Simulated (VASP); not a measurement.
Input of a VASP 6.6.1 run:

Contents of INCAR:

```
ALGO = Normal ; EDIFF = 1E-6
ENCUT = 520 ; GGA = PS
ISIF = 2 ; ISMEAR = 1
LASPH = True ; LCHARG = False
LREAL = False ; LWAVE = False
NBANDS = 24 ; NELM = 100
PREC = Accurate ; SIGMA = 0.3
```

The input KPOINTS:

```
k-points
0
Gamma
  5 5 5
```

File POSCAR:

```
Y
1.0
    4.8542860000      0.0000000000      0.0000000000
    0.0000000000      4.8542860000      0.0000000000
    0.0000000000      0.0000000000      4.8542860000
Y
3
Direct
    0.5000000000      0.0000000000      0.5000000000
    0.5000000000      0.5000000000      0.0000000000
    0.0000000000      0.5000000000      0.5000000000
```

Potentials or basis: VASP PAW PBE potentials, release 64 (Y_sv).

Run with:

```console
$ cat potpaw_PBE.64/Y_sv/POTCAR > POTCAR
$ mpirun -np 1 vasp_std > vasp.out
```

Task: Predict the band gap on the k mesh.

Result: None (metal or under the smearing width).

Task: Estimate the pressure.

Result: -1.5 GPa.

Caveat: the PAW data sets were made with another functional, which shifts forces and pressure a little.
